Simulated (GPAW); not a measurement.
# Cs (Fm-3m) in GPAW: convergence with density grid spacing (A)

Aim: find how far density grid spacing (A) must go before the results for Cs settle, at PBEsol. This setting moves, with any that are tied to it; all else stays.

All numbers are computed with GPAW 26.7.0; they aren't measurements. Logs are shortened: lines on timing, memory, paths and dates and some standing lists are left out, and cuts for length are marked. The log counts tension as positive stress, the text compression.

## (1) The structure

The structure is cubic, space group Fm-3m (No. 225). The conventional cell has a = 7.897 Å, b = 7.897 Å, c = 7.897 Å, α = 90.00°, β = 90.00°, γ = 90.00°.

This isn't the form of Cs at room conditions, which is bcc.

## (2) With density grid spacing (A) 0.24

The input, run.py:

```python
from ase.dft.bandgap import bandgap
from ase.io import read, write
from ase.units import GPa
from gpaw import GPAW, PW, setup_paths

setup_paths.insert(0, '.')

atoms = read('POSCAR')

calc = GPAW(mode=PW(600),
            h=0.24,
            xc='PBEsol',
            kpts={'size': (6, 6, 6), 'gamma': True},
            occupations={'name': 'fermi-dirac', 'width': 0.05},
            nbands=11,
            convergence={'density': 1e-05, 'energy': 1e-05},
            maxiter=100,
            txt='gpaw.txt')
atoms.calc = calc
energy = atoms.get_potential_energy()
forces = atoms.get_forces()
stress = atoms.get_stress()
calc.write('gs.gpw')
write('result.traj', atoms)
print(f'Energy: {energy:.6f} eV')
print('Forces (eV/A):')
print(forces.round(4))
print('Stress (GPa):', (stress / GPa).round(3))
print('Fermi level:', round(calc.get_fermi_level(), 4), 'eV')
print(f'Gap: {bandgap(calc)[0]:.4f} eV, direct: {bandgap(calc, direct=True)[0]:.4f} eV')
```

The input, POSCAR:

```
Cs
1.0
    0.0000000000      3.9483357400      3.9483357400
    3.9483357400      0.0000000000      3.9483357400
    3.9483357400      3.9483357400      0.0000000000
Cs
1
Direct
    0.0000000000      0.0000000000      0.0000000000
```

Potentials or basis: PAW data sets generated in the run's folder for this functional, pw.

The run is started by

```sh
gpaw-setup -f PBEsol Cs
OMP_NUM_THREADS=1 python run.py
```

Run time: 8.6 s. Hardware: 1 thread of Arm Neoverse V2, shared host; peak memory 0.16 GiB.

What came out:

```
Free energy            : -0.9007 eV
Pressure               : -0.2 GPa
Band gap on the k mesh : none (metal or under the smearing width)
```

## (3) With density grid spacing (A) 0.2

Edit run.py of step 2 so:

```diff
@@ -10,3 +10,3 @@
 calc = GPAW(mode=PW(600),
-            h=0.24,
+            h=0.2,
             xc='PBEsol',
```

POSCAR is that of step 2.

Potentials or basis: PAW data sets generated in the run's folder for this functional, pw.

The run is started by

```sh
gpaw-setup -f PBEsol Cs
OMP_NUM_THREADS=1 python run.py
```

It took 11 s on 1 thread of Arm Neoverse V2, shared host; peak memory 0.17 GiB.

Results:

```
Free energy            : -0.9012 eV
Pressure               : -0.2 GPa
Band gap on the k mesh : none (metal or under the smearing width)
```

## (4) With density grid spacing (A) 0.17

Edit run.py of step 3 so:

```diff
@@ -10,3 +10,3 @@
 calc = GPAW(mode=PW(600),
-            h=0.2,
+            h=0.17,
             xc='PBEsol',
```

POSCAR is that of step 3.

The run is started by

```sh
gpaw-setup -f PBEsol Cs
OMP_NUM_THREADS=1 python run.py
```

Run time: 17 s. Hardware: 1 thread of Arm Neoverse V2, shared host; peak memory 0.19 GiB.

What came out:

* Free energy: -0.9010 eV
* Pressure: -0.2 GPa
* Band gap on the k mesh: none (metal or under the smearing width)

## (5) With density grid spacing (A) 0.15

Edit run.py of step 4 so:

```diff
@@ -10,3 +10,3 @@
 calc = GPAW(mode=PW(600),
-            h=0.17,
+            h=0.15,
             xc='PBEsol',
```

POSCAR is that of step 4.

The run is started by

```sh
gpaw-setup -f PBEsol Cs
OMP_NUM_THREADS=1 python run.py
```

It took 20 s on 1 thread of Arm Neoverse V2, shared host; peak memory 0.22 GiB.

It converged, with:

* Free energy: -0.9009 eV
* Pressure: -0.2 GPa
* Band gap on the k mesh: none (metal or under the smearing width)

## (6) With density grid spacing (A) 0.13

Edit run.py of step 5 so:

```diff
@@ -10,3 +10,3 @@
 calc = GPAW(mode=PW(600),
-            h=0.15,
+            h=0.13,
             xc='PBEsol',
```

POSCAR is that of step 5.

Potentials or basis: PAW data sets generated in the run's folder for this functional, pw.

The run is started by

```sh
gpaw-setup -f PBEsol Cs
OMP_NUM_THREADS=1 python run.py
```

It took 29 s on 1 thread of Arm Neoverse V2, shared host; peak memory 0.25 GiB.

The run converged. Its results:

```yaml
Free_energy: -0.9009 eV
Pressure: -0.2 GPa
Band_gap_on_the_k_mesh: none (metal or under the smearing width)
```

## (7) With density grid spacing (A) 0.11

Edit run.py of step 6 so:

```diff
@@ -10,3 +10,3 @@
 calc = GPAW(mode=PW(600),
-            h=0.13,
+            h=0.11,
             xc='PBEsol',
```

POSCAR is that of step 6.

The run is started by

```sh
gpaw-setup -f PBEsol Cs
OMP_NUM_THREADS=1 python run.py
```

Wall time 43 s (1 thread of Arm Neoverse V2, shared host); peak memory 0.33 GiB.

It converged, with:

```yaml
Free_energy: -0.9009 eV
Pressure: -0.2 GPa
Band_gap_on_the_k_mesh: none (metal or under the smearing width)
```

## (8) With density grid spacing (A) 0.09

Edit run.py of step 7 so:

```diff
@@ -10,3 +10,3 @@
 calc = GPAW(mode=PW(600),
-            h=0.11,
+            h=0.09,
             xc='PBEsol',
```

POSCAR is that of step 7.

Potentials or basis: PAW data sets generated in the run's folder for this functional, pw.

The run is started by

```sh
gpaw-setup -f PBEsol Cs
OMP_NUM_THREADS=1 python run.py
```

gpaw.txt:

```text
__  _  _
 | _ |_)|_||  |
 |__||  | ||/\| - 26.7.0

Input parameters:
  mode=PW(ecut=600.0),
  convergence={'density': 1e-05, 'energy': 1e-05},
  h=0.09,
  kpts=MonkhorstPack(size=(6, 6, 6), gamma=True),
  maxiter=100,
  nbands=11,
  occupations=Occupations(name='fermi-dirac', width=0.05),
  xc=XC(name='PBEsol')

Diagonalizing LCAO Hamiltonian
Converting LCAO to pw mode

       Cs

Atoms  # Å, Bohr magnetons
|   | symbol |        x |        y |        z |    initial magnetic moments |
|---|--------|----------|----------|----------|-----------------------------|
| 0 |     Cs | 0.000000 | 0.000000 | 0.000000 | ( 0.0000,  0.0000,  0.0000) |

Unit cell  # Å
| periodic |        x |        y |        z |  lengths |    angles |
|----------|----------|----------|----------|----------|-----------|
|      yes | 0.000000 | 3.948336 | 3.948336 | 5.583790 | 60.000000 |
|      yes | 3.948336 | 0.000000 | 3.948336 | 5.583790 | 60.000000 |
|      yes | 3.948336 | 3.948336 | 0.000000 | 5.583790 | 60.000000 |

Number of symmetries: 48
Symmetry operations  # r_c * U_cc + t_c -> r_c
|    | kind |            matrix            |
|----|------|------------------------------|
|  0 |  σ   |  1, 0, 0,  1, 0,-1,  1,-1, 0 |
|  1 |  C2  |  1, 0, 0,  1,-1, 0,  1, 0,-1 |
|  2 |  E   |  1, 0, 0,  0, 1, 0,  0, 0, 1 |
|  3 |  σ   |  1, 0, 0,  0, 0, 1,  0, 1, 0 |
|  4 |  C4  |  1, 0,-1,  1, 0, 0,  1,-1, 0 |
|  5 |  S6  |  1, 0,-1,  1,-1, 0,  1, 0, 0 |
|  6 |  σ   |  1, 0,-1,  0, 1,-1,  0, 0,-1 |
|  7 |  C3  |  1, 0,-1,  0, 0,-1,  0, 1,-1 |
|  8 |  S6  |  1,-1, 0,  1, 0, 0,  1, 0,-1 |
|  9 |  C4  |  1,-1, 0,  1, 0,-1,  1, 0, 0 |
| 10 |  C3  |  1,-1, 0,  0,-1, 1,  0,-1, 0 |
| 11 |  σ   |  1,-1, 0,  0,-1, 0,  0,-1, 1 |
| 12 |  σ   |  0, 1, 0,  1, 0, 0,  0, 0, 1 |
| 13 |  C4  |  0, 1, 0,  0, 1,-1, -1, 1, 0 |
| 14 |  C3  |  0, 1, 0,  0, 0, 1,  1, 0, 0 |
| 15 |  S6  |  0, 1, 0, -1, 1, 0,  0, 1,-1 |
| 16 |  C2  |  0, 1,-1,  1, 0,-1,  0, 0,-1 |
| 17 |  σ   |  0, 1,-1,  0, 1, 0, -1, 1, 0 |
| 18 |  S4  |  0, 1,-1,  0, 0,-1,  1, 0,-1 |
| 19 |  C4  |  0, 1,-1, -1, 1, 0,  0, 1, 0 |
| 20 |  C3  |  0, 0, 1,  1, 0, 0,  0, 1, 0 |
| 21 |  σ   |  0, 0, 1,  0, 1, 0,  1, 0, 0 |
| 22 |  S6  |  0, 0, 1,  0,-1, 1, -1, 0, 1 |
| 23 |  C4  |  0, 0, 1, -1, 0, 1,  0,-1, 1 |
| 24 |  S4  |  0, 0,-1,  1, 0,-1,  0, 1,-1 |
| 25 |  C3  |  0, 0,-1,  0, 1,-1,  1, 0,-1 |
| 26 |  C2  |  0, 0,-1,  0,-1, 0, -1, 0, 0 |
| 27 |  S6  |  0, 0,-1, -1, 0, 0,  0,-1, 0 |
| 28 |  S4  |  0,-1, 1,  1,-1, 0,  0,-1, 0 |
| 29 |  C4  |  0,-1, 1,  0, 0, 1, -1, 0, 1 |
| 30 |  C2  |  0,-1, 1,  0,-1, 0,  1,-1, 0 |
| 31 |  σ   |  0,-1, 1, -1, 0, 1,  0, 0, 1 |
| 32 |  C3  |  0,-1, 0,  1,-1, 0,  0,-1, 1 |
| 33 |  S6  |  0,-1, 0,  0, 0,-1, -1, 0, 0 |
| 34 |  S4  |  0,-1, 0,  0,-1, 1,  1,-1, 0 |
| 35 |  C2  |  0,-1, 0, -1, 0, 0,  0, 0,-1 |
| 36 |  C2  | -1, 1, 0,  0, 1, 0,  0, 1,-1 |
| 37 |  S6  | -1, 1, 0,  0, 1,-1,  0, 1, 0 |
| 38 |  S4  | -1, 1, 0, -1, 0, 1, -1, 0, 0 |
| 39 |  C3  | -1, 1, 0, -1, 0, 0, -1, 0, 1 |
| 40 |  S6  | -1, 0, 1,  0, 0, 1,  0,-1, 1 |
| 41 |  C2  | -1, 0, 1,  0,-1, 1,  0, 0, 1 |
| 42 |  C3  | -1, 0, 1, -1, 1, 0, -1, 0, 0 |
| 43 |  S4  | -1, 0, 1, -1, 0, 0, -1, 1, 0 |
| 44 |  C2  | -1, 0, 0,  0, 0,-1,  0,-1, 0 |
| 45 |  i   | -1, 0, 0,  0,-1, 0,  0, 0,-1 |
| 46 |  σ   | -1, 0, 0, -1, 1, 0, -1, 0, 1 |
| 47 |  C2  | -1, 0, 0, -1, 0, 1, -1, 1, 0 |

BZ-sampling:
  Number of BZ points: 216
  Number of IBZ points: 16

  Monkhorst-Pack size: [6, 6, 6]
  Monkhorst-Pack shift: [0.08333333333333333, 0.08333333333333333, 0.08333333333333333]

K-points  # in reciprocal-cell coordinates
|     |                                coordinates |     weight |
|-----|--------------------------------------------|------------|
|   0 | (  0.00000000,   0.00000000,   0.00000000) | 0.00462963 |
|   1 | (  0.16666667,   0.16666667,   0.00000000) | 0.02777778 |
|   2 | (  0.16666667,   0.16666667,   0.16666667) | 0.03703704 |
|   3 | (  0.33333333,   0.16666667,   0.16666667) | 0.05555556 |
|   4 | (  0.33333333,   0.33333333,  -0.33333333) | 0.05555556 |
|   5 | (  0.33333333,   0.33333333,   0.00000000) | 0.02777778 |
|   6 | (  0.33333333,   0.33333333,   0.16666667) | 0.11111111 |
|   7 | (  0.33333333,   0.33333333,   0.33333333) | 0.03703704 |
|   8 | (  0.50000000,   0.33333333,  -0.33333333) | 0.11111111 |
|   9 | (  0.50000000,   0.33333333,  -0.16666667) | 0.05555556 |
| ... |                                            |            |
|  15 | (  0.50000000,   0.50000000,   0.50000000) | 0.01851852 |

Plane wave coefficients: 4128
Cutoff: 600.0 eV

Spin-components: 1 (collinear spins)
Bands:           11
Projectors:      5
Spin-degeneracy: 2
Datatype:        complex128

Parallelization:
  kpt:    1
  domain: 1
  band:   1

Density:
  Valence electrons: 9.0
  Components: 1
  Grid points: [63 63 63]
  Charge: 0.0  # |e|

Potential:
  Grid points: [63 63 63]

species:
  Cs:
    name:    Caesium
    Z:       55.0
    valence: 9
    core:    46
    charge:  0.0  # [|e|]
    compensation charges:
      type: gauss
      rc: 0.33  # [Å]
      lmax: 2
    cutoffs:
      filter: 2.06  # [Å]
      core: 2.51  # [Å]
    projectors
    | kind |    occ | energy [eV] | rcut [Å] |
    |------|--------|-------------|----------|
    |   5s |  2.000 |     -26.762 |    1.164 |
    |   6s |  1.000 |      -2.083 |    1.164 |
    |   5p |  6.000 |     -13.550 |    1.058 |
    |    p |        |      13.661 |    1.058 |
    |    d |        |       0.000 |    1.058 |

    Using partial waves for Cs as LCAO basis

Reference energy: -211715.069452  # eV

eigensolver:
  PPCG
  Converge bands: occupied
  niter=2

density mixing:
  MSR1-Mixer
  Pratt-step length: 0.05
  Maximum mixing coefficient: 0.75
  Old densities: 10
  SVD Regularization: 0.005
  Good broyden scale: 1.0
  Trust region scale: 1.0
  Backstep threshold: 4.0
  History deletion threshold: 6.0
  Fourier metric: weight=20.0, sigma=0.015

occupation numbers:
  Fermi-Dirac:
    width: 0.0500  # eV

poisson solver:
  ecut: 4800.0  # eV

xc functional:
  name: PBEsol with 2 nearest neighbor stencil

convergence criteria:
- Maximum integral of absolute [dens]ity change: 1e-05 electrons / valence electron
- Maximum [total energy] change in last 3 cyles: 1e-05 eV / valence electron
- Maximum integral of absolute [eigenst]ate change: 4e-08 eV^2 / valence electron
maximum number of iterations: 100

SCF iterations
|iter     | |      energy | eigst |  dens |
|---------|-|-------------|-------|-------|
|iter:   1| |   -1.265180 | -0.60 |       |
|iter:   2| |   -1.220860 | -2.24 | -1.03 |
|iter:   3| |   -0.906886 | -1.70 | -1.07 |
|iter:   4| |   -0.894511 | -2.92 | -1.67 |
|iter:   5| |   -0.893858 | -3.93 | -2.01 |
|iter:   6| |   -0.893871 | -5.27 | -3.00 |
|iter:   7| |   -0.893873c| -6.33 | -3.37 |
|iter:   8| |   -0.893873c| -7.49c| -4.77 |
|iter:   9| |   -0.893873c| -8.07c| -5.29c|

Converged in 9 steps
Energy contributions relative to reference atoms: (reference = -211715.069452)

Energy contributions:
  Kinetic:           0.153418
  Coulomb:          -0.073590
  Zero:             -0.012012
  External:          0.000000
  Xc:               -0.954720
  Entropy:          -0.013937
  Spinorbit:         0.000000
  ----------------------------
  Free energy:      -0.900842
  Extrapolated:     -0.893873

dipole moment: (-44.506950, -44.506950, -44.506950)  # |e|*Ang

Fermi level: 1.604
Eigenvalues  # (at kpt = [0.000, 0.000, 0.000])
| band index |      eig [eV] | occ [0-2] |
|------------|---------------|-----------|
|          0 |       -22.243 |     2.000 |
|          1 |        -8.997 |     2.000 |
|          2 |        -8.997 |     2.000 |
|          3 |        -8.997 |     2.000 |
|          4 |         0.017 |     2.000 |
|          5 |         4.049 |     0.000 |
|          6 |         4.049 |     0.000 |
|          7 |         4.049 |     0.000 |
|          8 |         5.078 |     0.000 |
|          9 |         5.078 |     0.000 |
|         10 |         6.361 |     0.000 |

No gap
No difference between direct/indirect transitions

Forces  # eV/Ang
|       x |        y |        z |
|---------|----------|----------|
| 0.00000 | -0.00000 | -0.00000 |  # Cs   0

Stress tensor  # eV/Ang^3
|         x |         y |        z |
|-----------|-----------|----------|
|  0.001155 | -0.000000 | 0.000000 |
| -0.000000 |  0.001155 | 0.000000 |
|  0.000000 |  0.000000 | 0.001155 |

# Writing to gs.gpw (mode='')
```

stdout:

```text
Energy: -0.893873 eV
Forces (eV/A):
[[ 0. -0. -0.]]
Stress (GPa): [ 0.185  0.185  0.185  0.     0.    -0.   ]
Fermi level: 1.6042 eV
Gap: 0.0000 eV, direct: 0.0000 eV
```

Wall time 69 s (1 thread of Arm Neoverse V2, shared host); peak memory 0.45 GiB.

What came out:

| Property | Result |
| --- | --- |
| Free energy | -0.9008 eV |
| Pressure | -0.2 GPa |
| Band gap on the k mesh | none (metal or under the smearing width) |

## (9) Summary

| density grid spacing (A) | energy less the tightest run, at zero smearing (meV/atom) | SCF cycles | CPU time (s) | peak memory (GiB) |
| --- | --- | --- | --- | --- |
| 0.24 | 0.10 | 9 | 8.6 | 0.16 |
| 0.2 | -0.39 | 9 | 11 | 0.17 |
| 0.17 | -0.13 | 9 | 17 | 0.19 |
| 0.15 | -0.07 | 9 | 20 | 0.22 |
| 0.13 | -0.04 | 9 | 29 | 0.25 |
| 0.11 | -0.01 | 9 | 43 | 0.33 |
| 0.09 | 0.00 | 9 | 69 | 0.45 |

Against the tightest run, the energy stays within 1 meV/atom from 0.24 on. The tightest run that finished is the yardstick and may itself not be fully converged.
